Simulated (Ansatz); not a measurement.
HfO2 under strain: Field gradients at the nuclei

The cell is an entry of the Crystallography Open Database (COD), relaxed with PBE at fixed cell and then changed (z compressed by 2 %, ions relaxed).

```cif
data_structure
_symmetry_space_group_name_H-M 'P 1'
_symmetry_Int_Tables_number 1
_cell_length_a 3.5809
_cell_length_b 3.5809
_cell_length_c 3.6169
_cell_angle_alpha 59.667
_cell_angle_beta 59.667
_cell_angle_gamma 60.666
_cell_volume 32.79
loop_
_atom_site_label
_atom_site_type_symbol
_atom_site_fract_x
_atom_site_fract_y
_atom_site_fract_z
_atom_site_occupancy
Hf1 Hf 0.00000 0.00000 0.00000 1
O2 O 0.25000 0.25000 0.25000 1
O3 O 0.75000 0.75000 0.75000 1
```

Atoms are numbered from 1 in the order listed; like atoms form one site, named after its first atom.

Level of theory: DFT, PBE, plane waves and PAW, scalar-relativistic, 420 eV cutoff, Γ-centred 10×10×10 k-points, Fermi–Dirac smearing 0.02 eV (Ansatz 0.2.0).

Conventions: |V_zz| ≥ |V_yy| ≥ |V_xx|, η = (V_xx − V_yy)/V_zz, C_Q = eQV_zz/h. ν_Q = 3|C_Q|/[2I(2I − 1)].

¹⁷⁷Hf: I = 7/2, Q = 3365 mb; 17O: I = 5/2, Q = -25.58 mb. Nuclear quadrupole moments: year-2017 set (Pyykkö).

| site | atoms (order as listed) | first shell | C_Q (MHz) | η | ν_Q (MHz) |
| --- | --- | --- | --- | --- | --- |
| Hf | 1 | 8 O at 2.20 Å | 200 | 0.00 | 14.3 |
| O | 2, 3 | 4 Hf at 2.20 Å | 0.445 | 0.00 | 0.067 |

An axis of threefold or higher order runs through Hf and O, so V_zz lies along it and η is zero.

Without spin–orbit coupling the gradients at and beside Hf can be off by some per cent, at some sites by more.

The relaxation (1 step) took 5.7 s of wall time (5.5 s of CPU time) and 0.48 GiB at its peak, on 1 thread of Intel Xeon Platinum 8488C (Sapphire Rapids) (x86_64; 16 cores open to the job, memory cap 3.0 GiB, no GPU), a shared host with a load of 0.3 a core.
